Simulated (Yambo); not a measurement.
# HgSe (F-43m) in Yambo: further runs

Runs on HgSe. Level: PBE. Tasks: optical spectrum.

Program: Yambo 5.3.0. These are calculated values, not measurements. Logs are shortened: lines on timing, memory, paths and dates and some standing lists are left out, and cuts for length are marked.

## (1) Starting point

It takes space group F-43m (No. 216, cubic). Conventional cell: a = 6.078 Å, b = 6.078 Å, c = 6.078 Å, α = 90.00°, β = 90.00°, γ = 90.00°. Around Hg (site symmetry -43m) lie 4 Se at 2.63 Å. Around Se (site symmetry -43m) lie 4 Hg at 2.63 Å.

## (2) Optical spectrum, PBE

Input file optics3.in:

```
optics
chi
Chimod= "IP"
% BndsRnXd
 1 | 33 |
%
% LongDrXd
 0 | 0 | 1 |
%
% QpntsRXd
 1 | 1 |
%
% EnRngeXd
 0 | 10 | eV
%
% DmRngeXd
 0.1 | 0.1 | eV
%
ETStpsXd= 150
```

Input file scf.in:

```
&CONTROL
  calculation = 'scf'
  prefix = 'pwscf'
  outdir = './tmp'
  pseudo_dir = './pseudo'
/
&SYSTEM
  ibrav = 0
  A = 4.29779502
  nat = 2
  ntyp = 2
  ecutwfc = 69
  nbnd = 26
  occupations = 'smearing'
  smearing = 'fd'
  degauss = 0.00367493
  force_symmorphic = .true.
/
&ELECTRONS
  conv_thr = 4d-10
  electron_maxstep = 120
  mixing_beta = 0.5
/
ATOMIC_SPECIES
Hg   200.5920 Hg.upf
Se    78.9710 Se.upf
CELL_PARAMETERS alat
   0.0000000000    0.7071067805    0.7071067805
   0.7071067805    0.0000000000    0.7071067805
   0.7071067805    0.7071067805    0.0000000000
ATOMIC_POSITIONS alat
Hg     0.0000000000    0.0000000000    0.0000000000
Se     1.0606601708    1.0606601708    1.0606601708
K_POINTS automatic
6 6 6 0 0 0
```

Input file nscf.in:

```
&CONTROL
  calculation = 'nscf'
  prefix = 'pwscf'
  outdir = './tmp'
  pseudo_dir = './pseudo'
/
&SYSTEM
  ibrav = 0
  A = 4.29779502
  nat = 2
  ntyp = 2
  ecutwfc = 69
  nbnd = 38
  occupations = 'smearing'
  smearing = 'fd'
  degauss = 0.00367493
  force_symmorphic = .true.
/
&ELECTRONS
  conv_thr = 1d-08
  diago_full_acc = .true.
  diago_thr_init = 1d-06
/
ATOMIC_SPECIES
Hg   200.5920 Hg.upf
Se    78.9710 Se.upf
CELL_PARAMETERS alat
   0.0000000000    0.7071067805    0.7071067805
   0.7071067805    0.0000000000    0.7071067805
   0.7071067805    0.7071067805    0.0000000000
ATOMIC_POSITIONS alat
Hg     0.0000000000    0.0000000000    0.0000000000
Se     1.0606601708    1.0606601708    1.0606601708
K_POINTS automatic
6 6 6 0 0 0
```

Potentials or basis: PseudoDojo 0.4.1 SR PBE standard.

Command:

```
> OMP_NUM_THREADS=1 pw.x -in scf.in > scf.out
> OMP_NUM_THREADS=1 pw.x -in nscf.in > nscf.out
> cd tmp/pwscf.save; p2y; mv SAVE ../..; cd ../..
> OMP_NUM_THREADS=1 yambo
> OMP_NUM_THREADS=1 yambo -F optics3.in -J optics3 -C optics3_out
```

Yambo's report:

```text
[... sections 02.01 to 02.04 as in the set-up run ...]

  [02.05] Energies & Occupations
  ==============================

  [X] === General ===
  [X] Electronic Temperature                        :  0.258606E-1   300.100    [eV K]
  [X] Bosonic    Temperature                        :  0.258606E-1   300.100    [eV K]
  [X] Finite Temperature mode                       : yes
  [X] El. density                                   :  0.64133E+24 [cm-3]
  [X] Fermi Level                                   :  9.161499 [eV]

  [X] === Gaps and Widths ===
  [X] Conduction Band Min                           :  9.161499 [eV]
  [X] Valence Band Max                              :  9.161499 [eV]
  [X] Filled Bands                                  :  16
  [X] Metallic Bands                                :  17  19
  [X] Empty Bands                                   :   20   38

  [X] === Metallic Characters ===
  [X] N of el / N of met el                         :  36.00000   4.00011
  [X] Average metallic occ.                         :  0.333343

  [WARNING] [X] Metallic system

 [03] Transferred momenta grid and indexing
 ==========================================

 IBZ Q-points                                      :  16
 BZ  Q-points                                      :  216

 K/Q-points units:
 rlu = crystal or reduced units; cc = cartesian coordinates; iku = interal k-units

 Q [ 1]         [rlu]:  0.000000  0.000000  0.000000
 Q [ 2]         [rlu]: -0.32479E-17 -0.32479E-17  0.16667
 Q [ 3]         [rlu]: -0.64959E-17 -0.64959E-17  0.33333
 Q [ 4]         [rlu]: -0.29406E-17 -0.29406E-17 -0.50000
 Q [ 5]         [rlu]:  0.29412E-17  0.16667      0.16667
 Q [ 6]         [rlu]: -0.31004E-16  0.16667      0.33333
 Q [ 7]         [rlu]:  0.30512E-17  0.16667      0.50000
 Q [ 8]         [rlu]: -0.29406E-17  0.16667     -0.33333
 Q [ 9]         [rlu]:  0.64959E-17  0.16667     -0.16667
 Q [10]         [rlu]:  0.58825E-17  0.33333      0.33333
 Q [11]         [rlu]: -0.46825E-16  0.33333      0.50000
 Q [12]         [rlu]:  0.34447E-17  0.33333     -0.33333
 Q [13]         [rlu]: -0.88237E-17 -0.50000     -0.50000
 Q [14]         [rlu]:  0.166667  0.333333  0.500000
 Q [15]         [rlu]:  0.166667  0.333333 -0.333333
 Q [16]         [rlu]:  0.166667 -0.500000 -0.333333

 [WARNING] [Xd] User bands 1-33 break level degeneracy

 [04] Dipoles
 ============

  [04.01] Setup: observables and procedures
  =========================================

  [WF-Oscillators/G space/Transverse up loader] Normalization (few states)  min/max  :  0.10890E-16   1.0000

  [WR./optics3//ndb.dipoles]------------------------------------------------------
   Brillouin Zone Q/K grids (IBZ/BZ)                :   16  216   16  216
   RL vectors                                       :   4645 [WF]
   Fragmentation                                    : yes
   Electronic Temperature                           :  300.1000 [K]
   Bosonic    Temperature                           :  300.1000 [K]
   DIP band range                                   :    1   33
   DIP band range limits                            :  19  17
   DIP e/h energy range                             : -1.000000 -1.000000 [eV]
   RL vectors in the sum                            :   4645
   [r,Vnl] included                                 : yes
   Bands ordered                                    : yes
   Direct v evaluation                              : no
   Approach used                                    : G-space v
   Dipoles computed                                 : R V P [G-space]
   Wavefunctions                                    : Perdew, Burke & Ernzerhof(X)+Perdew, Burke & Ernzerhof(C)

  [WARNING] [r,Vnl^pseudo] included in position and velocity dipoles.

  [WARNING] In case H contains other non local terms, these are neglected

 [05] Optics
 ===========

 [X-CG] R(p) Tot o/o(of R):    2983   59381     100

 [WARNING] The system is a metal but Drude term not included.
```

It took 56 s on 1 thread of Intel Xeon Platinum 8488C (Sapphire Rapids), shared host; peak memory 0.25 GiB.

Results:

| Quantity | Value |
| --- | --- |
| Band gap on the k mesh, mean-field level | none (metal or under the smearing width) |

Dielectric function (along the field direction of the input):
```csv
energy (eV),real part,imaginary part
0.27,16.87,0.40
0.60,19.58,1.59
0.94,27.02,13.43
1.28,0.61,7.89
1.61,12.40,3.94
1.95,6.00,17.62
2.28,-5.18,7.86
2.62,3.55,1.93
2.95,10.26,3.81
3.29,3.86,10.59
3.62,-2.93,7.03
3.96,3.04,1.89
4.30,7.14,3.40
4.63,3.93,5.33
4.97,1.92,11.91
5.30,1.65,5.63
5.64,1.92,6.76
5.97,2.76,5.00
6.31,2.29,5.87
6.64,-1.65,10.01
6.98,-0.08,8.29
7.32,-2.42,4.52
7.65,-1.56,5.57
7.99,-1.87,4.03
8.32,-2.34,4.23
8.66,-0.51,3.49
8.99,-1.64,2.43
9.33,-1.74,1.86
9.66,-1.24,1.94
10.00,-0.74,1.98
```

Caveat: the intraband (Drude) term of the metal is left out; the ground state has no gap, which makes the many-body step unreliable; spectra need much finer meshes, so this one isn't converged; independent-particle spectra lack excitons. The run has no spin-orbit coupling, so splittings on Hg are missing.

## (3) Optical spectrum, PBE

Input file optics4.in:

```
optics
chi
Chimod= "HARTREE"
% BndsRnXd
 1 | 33 |
%
NGsBlkXd= 1 Ry
% LongDrXd
 0 | 1 | 0 |
%
% QpntsRXd
 1 | 1 |
%
% EnRngeXd
 0 | 10 | eV
%
% DmRngeXd
 0.05 | 0.05 | eV
%
ETStpsXd= 150
```

scf.in is that of step 2.

nscf.in is that of step 2.

Potentials or basis: PseudoDojo 0.4.1 SR PBE standard.

Command:

```
> OMP_NUM_THREADS=1 pw.x -in scf.in > scf.out
> OMP_NUM_THREADS=1 pw.x -in nscf.in > nscf.out
> cd tmp/pwscf.save; p2y; mv SAVE ../..; cd ../..
> OMP_NUM_THREADS=1 yambo
> OMP_NUM_THREADS=1 yambo -F optics4.in -J optics4 -C optics4_out
```

Yambo's report:

```text
[... sections 02.01 to 02.04 as in the set-up run ...]

  [02.05] Energies & Occupations
  ==============================

  [X] === General ===
  [X] Electronic Temperature                        :  0.258606E-1   300.100    [eV K]
  [X] Bosonic    Temperature                        :  0.258606E-1   300.100    [eV K]
  [X] Finite Temperature mode                       : yes
  [X] El. density                                   :  0.64133E+24 [cm-3]
  [X] Fermi Level                                   :  9.161499 [eV]

  [X] === Gaps and Widths ===
  [X] Conduction Band Min                           :  9.161499 [eV]
  [X] Valence Band Max                              :  9.161499 [eV]
  [X] Filled Bands                                  :  16
  [X] Metallic Bands                                :  17  19
  [X] Empty Bands                                   :   20   38

  [X] === Metallic Characters ===
  [X] N of el / N of met el                         :  36.00000   4.00011
  [X] Average metallic occ.                         :  0.333343

  [WARNING] [X] Metallic system

 [03] Transferred momenta grid and indexing
 ==========================================

 IBZ Q-points                                      :  16
 BZ  Q-points                                      :  216

 K/Q-points units:
 rlu = crystal or reduced units; cc = cartesian coordinates; iku = interal k-units

 Q [ 1]         [rlu]:  0.000000  0.000000  0.000000
 Q [ 2]         [rlu]: -0.32479E-17 -0.32479E-17  0.16667
 Q [ 3]         [rlu]: -0.64959E-17 -0.64959E-17  0.33333
 Q [ 4]         [rlu]: -0.29406E-17 -0.29406E-17 -0.50000
 Q [ 5]         [rlu]:  0.29412E-17  0.16667      0.16667
 Q [ 6]         [rlu]: -0.31004E-16  0.16667      0.33333
 Q [ 7]         [rlu]:  0.30512E-17  0.16667      0.50000
 Q [ 8]         [rlu]: -0.29406E-17  0.16667     -0.33333
 Q [ 9]         [rlu]:  0.64959E-17  0.16667     -0.16667
 Q [10]         [rlu]:  0.58825E-17  0.33333      0.33333
 Q [11]         [rlu]: -0.46825E-16  0.33333      0.50000
 Q [12]         [rlu]:  0.34447E-17  0.33333     -0.33333
 Q [13]         [rlu]: -0.88237E-17 -0.50000     -0.50000
 Q [14]         [rlu]:  0.166667  0.333333  0.500000
 Q [15]         [rlu]:  0.166667  0.333333 -0.333333
 Q [16]         [rlu]:  0.166667 -0.500000 -0.333333

 [WARNING] [Xd] User bands 1-33 break level degeneracy

 [04] Dipoles
 ============

  [04.01] Setup: observables and procedures
  =========================================

  [WF-Oscillators/G space/Transverse up loader] Normalization (few states)  min/max  :  0.10890E-16   1.0000

  [WR./optics4//ndb.dipoles]------------------------------------------------------
   Brillouin Zone Q/K grids (IBZ/BZ)                :   16  216   16  216
   RL vectors                                       :   4645 [WF]
   Fragmentation                                    : yes
   Electronic Temperature                           :  300.1000 [K]
   Bosonic    Temperature                           :  300.1000 [K]
   DIP band range                                   :    1   33
   DIP band range limits                            :  19  17
   DIP e/h energy range                             : -1.000000 -1.000000 [eV]
   RL vectors in the sum                            :   4645
   [r,Vnl] included                                 : yes
   Bands ordered                                    : yes
   Direct v evaluation                              : no
   Approach used                                    : G-space v
   Dipoles computed                                 : R V P [G-space]
   Wavefunctions                                    : Perdew, Burke & Ernzerhof(X)+Perdew, Burke & Ernzerhof(C)

  [WARNING] [r,Vnl^pseudo] included in position and velocity dipoles.

  [WARNING] In case H contains other non local terms, these are neglected

 [05] Optics
 ===========

 [X-CG] R(p) Tot o/o(of R):    2983   59381     100

 [WARNING] The system is a metal but Drude term not included.
```

Run time: 57 s. Hardware: 1 thread of Intel Xeon Platinum 8488C (Sapphire Rapids), shared host; peak memory 0.35 GiB.

Results:

```
Band gap on the k mesh, mean-field level : none (metal or under the smearing width)
```

Dielectric function (along the field direction of the input):
| energy (eV) | real part | imaginary part |
| --- | --- | --- |
| 0.27 | 16.28 | 0.20 |
| 0.47 | 17.55 | 0.47 |
| 0.74 | 22.25 | 1.70 |
| 1.01 | 35.96 | 19.03 |
| 1.21 | -10.17 | 9.96 |
| 1.48 | 7.26 | 1.82 |
| 1.74 | 19.55 | 4.99 |
| 2.01 | 7.45 | 11.65 |
| 2.21 | -15.32 | 14.32 |
| 2.48 | -0.54 | 1.33 |
| 2.75 | 4.82 | 0.95 |
| 2.95 | 9.75 | 1.99 |
| 3.22 | -0.76 | 9.66 |
| 3.49 | 4.08 | 9.81 |
| 3.76 | -1.83 | 1.54 |
| 3.96 | 1.87 | 0.90 |
| 4.23 | 4.57 | 2.39 |
| 4.50 | 5.46 | 12.67 |
| 4.70 | 4.26 | 2.38 |
| 4.97 | 1.50 | 10.11 |
| 5.23 | 0.36 | 2.89 |
| 5.50 | 2.41 | 3.76 |
| 5.70 | 0.67 | 5.74 |
| 5.97 | 1.83 | 2.39 |
| 6.24 | -0.03 | 2.76 |
| 6.44 | 1.91 | 3.26 |
| 6.71 | -3.87 | 5.72 |
| 6.98 | 2.89 | 6.23 |
| 7.25 | -0.96 | 6.93 |
| 7.45 | -0.28 | 2.15 |
| 7.72 | -1.19 | 4.64 |
| 7.99 | -2.04 | 3.66 |
| 8.19 | 0.39 | 3.91 |
| 8.46 | -2.75 | 3.07 |
| 8.72 | 0.53 | 2.92 |
| 8.99 | -1.08 | 1.65 |
| 9.19 | -1.66 | 3.09 |
| 9.46 | -0.56 | 1.54 |
| 9.73 | -1.03 | 1.50 |
| 10.00 | -0.15 | 1.91 |

Caveat: the intraband (Drude) term of the metal is left out; the ground state has no gap, which makes the many-body step unreliable; spectra need much finer meshes, so this one isn't converged; these spectra lack excitons.

## (4) Optical spectrum, PBE

Input file optics5.in:

```
optics
chi
tddft
Chimod= "LRC"
% BndsRnXd
 1 | 33 |
%
NGsBlkXd= 3 Ry
% LongDrXd
 1 | 1 | 0 |
%
% QpntsRXd
 1 | 1 |
%
% EnRngeXd
 0 | 10 | eV
%
% DmRngeXd
 0.1 | 0.1 | eV
%
ETStpsXd= 200
LRC_alpha= -0.3
```

scf.in is that of step 3.

nscf.in is that of step 3.

Potentials or basis: PseudoDojo 0.4.1 SR PBE standard.

Command:

```
> OMP_NUM_THREADS=1 pw.x -in scf.in > scf.out
> OMP_NUM_THREADS=1 pw.x -in nscf.in > nscf.out
> cd tmp/pwscf.save; p2y; mv SAVE ../..; cd ../..
> OMP_NUM_THREADS=1 yambo
> OMP_NUM_THREADS=1 yambo -F optics5.in -J optics5 -C optics5_out
```

Yambo's report:

```text
[... sections 02.01 to 02.04 as in the set-up run ...]

  [02.05] Energies & Occupations
  ==============================

  [X] === General ===
  [X] Electronic Temperature                        :  0.258606E-1   300.100    [eV K]
  [X] Bosonic    Temperature                        :  0.258606E-1   300.100    [eV K]
  [X] Finite Temperature mode                       : yes
  [X] El. density                                   :  0.64133E+24 [cm-3]
  [X] Fermi Level                                   :  9.161499 [eV]

  [X] === Gaps and Widths ===
  [X] Conduction Band Min                           :  9.161499 [eV]
  [X] Valence Band Max                              :  9.161499 [eV]
  [X] Filled Bands                                  :  16
  [X] Metallic Bands                                :  17  19
  [X] Empty Bands                                   :   20   38

  [X] === Metallic Characters ===
  [X] N of el / N of met el                         :  36.00000   4.00011
  [X] Average metallic occ.                         :  0.333343

  [WARNING] [X] Metallic system

 [03] Transferred momenta grid and indexing
 ==========================================

 IBZ Q-points                                      :  16
 BZ  Q-points                                      :  216

 K/Q-points units:
 rlu = crystal or reduced units; cc = cartesian coordinates; iku = interal k-units

 Q [ 1]         [rlu]:  0.000000  0.000000  0.000000
 Q [ 2]         [rlu]: -0.32479E-17 -0.32479E-17  0.16667
 Q [ 3]         [rlu]: -0.64959E-17 -0.64959E-17  0.33333
 Q [ 4]         [rlu]: -0.29406E-17 -0.29406E-17 -0.50000
 Q [ 5]         [rlu]:  0.29412E-17  0.16667      0.16667
 Q [ 6]         [rlu]: -0.31004E-16  0.16667      0.33333
 Q [ 7]         [rlu]:  0.30512E-17  0.16667      0.50000
 Q [ 8]         [rlu]: -0.29406E-17  0.16667     -0.33333
 Q [ 9]         [rlu]:  0.64959E-17  0.16667     -0.16667
 Q [10]         [rlu]:  0.58825E-17  0.33333      0.33333
 Q [11]         [rlu]: -0.46825E-16  0.33333      0.50000
 Q [12]         [rlu]:  0.34447E-17  0.33333     -0.33333
 Q [13]         [rlu]: -0.88237E-17 -0.50000     -0.50000
 Q [14]         [rlu]:  0.166667  0.333333  0.500000
 Q [15]         [rlu]:  0.166667  0.333333 -0.333333
 Q [16]         [rlu]:  0.166667 -0.500000 -0.333333

 [WARNING] [Xd] User bands 1-33 break level degeneracy

 [04] Dipoles
 ============

  [04.01] Setup: observables and procedures
  =========================================

  [WF-Oscillators/G space/Transverse up loader] Normalization (few states)  min/max  :  0.10890E-16   1.0000

  [WR./optics5//ndb.dipoles]------------------------------------------------------
   Brillouin Zone Q/K grids (IBZ/BZ)                :   16  216   16  216
   RL vectors                                       :   4645 [WF]
   Fragmentation                                    : yes
   Electronic Temperature                           :  300.1000 [K]
   Bosonic    Temperature                           :  300.1000 [K]
   DIP band range                                   :    1   33
   DIP band range limits                            :  19  17
   DIP e/h energy range                             : -1.000000 -1.000000 [eV]
   RL vectors in the sum                            :   4645
   [r,Vnl] included                                 : yes
   Bands ordered                                    : yes
   Direct v evaluation                              : no
   Approach used                                    : G-space v
   Dipoles computed                                 : R V P [G-space]
   Wavefunctions                                    : Perdew, Burke & Ernzerhof(X)+Perdew, Burke & Ernzerhof(C)

  [WARNING] [r,Vnl^pseudo] included in position and velocity dipoles.

  [WARNING] In case H contains other non local terms, these are neglected

 [05] Optics
 ===========

 [X-CG] R(p) Tot o/o(of R):    2983   59381     100

 [WARNING] The system is a metal but Drude term not included.
```

Wall time 66 s (1 thread of Intel Xeon Platinum 8488C (Sapphire Rapids), shared host); peak memory 0.36 GiB.

What came out:

```
Band gap on the k mesh, mean-field level : none (metal or under the smearing width)
```

Dielectric function (along the field direction of the input):
```csv
energy (eV),real part,imaginary part
0.25,23.98,0.86
0.55,29.13,3.47
0.90,34.18,44.09
1.26,-2.65,7.93
1.56,11.30,5.28
1.91,-2.16,22.01
2.26,-6.84,6.82
2.56,1.31,2.07
2.91,8.63,3.77
3.27,1.31,10.15
3.57,-3.58,9.15
3.92,1.23,1.78
4.27,5.37,3.26
4.57,1.12,7.16
4.92,0.88,11.00
5.28,0.08,4.68
5.63,0.52,5.09
5.93,0.61,3.87
6.28,0.65,4.01
6.63,-0.21,7.27
6.93,0.80,4.75
7.29,-1.91,4.14
7.64,-0.51,4.24
7.94,-1.10,3.64
8.29,-1.05,3.76
8.64,-0.42,2.19
8.94,-1.63,2.17
9.30,-1.24,2.01
9.65,-0.56,1.77
10.00,-0.23,1.75
```

Caveat: the intraband (Drude) term of the metal is left out; the ground state has no gap, which makes the many-body step unreliable; the long-range kernel's strength is typed, not fitted to the crystal's screening; spectra need much finer meshes, so this one isn't converged; independent-particle spectra lack excitons.

## (5) The runs side by side

| direction of the field or of q to 0 | broadening | kernel | energy points | cutoff of the response matrix | other keys | gap on the mesh (eV) |
| --- | --- | --- | --- | --- | --- | --- |
| z | 0.1 eV | none (independent particles) | 150 | - | - | none |
| y | 0.05 eV | Hartree (RPA with local fields) | 150 | 1 Ry | - | none |
| x + y | 0.1 eV | long-range correction | 200 | 3 Ry | several, not listed | none |

Alike in all rows: task optical spectrum; level PBE; potentials or basis PseudoDojo 0.4.1 SR PBE standard; no spin polarisation; cell as given; k mesh 6 × 6 × 6; cutoff (eV) 939; smearing fermi-dirac 0.05 eV.

Caveats: the intraband (Drude) term of the metal is left out; the ground state has no gap, which makes the many-body step unreliable; spectra need much finer meshes, so this one isn't converged; independent-particle spectra lack excitons (some runs); these spectra lack excitons (some runs); the long-range kernel's strength is typed, not fitted to the crystal's screening (some runs).

Total energies depend on the potentials used, so only differences within one code and one set of settings carry meaning.
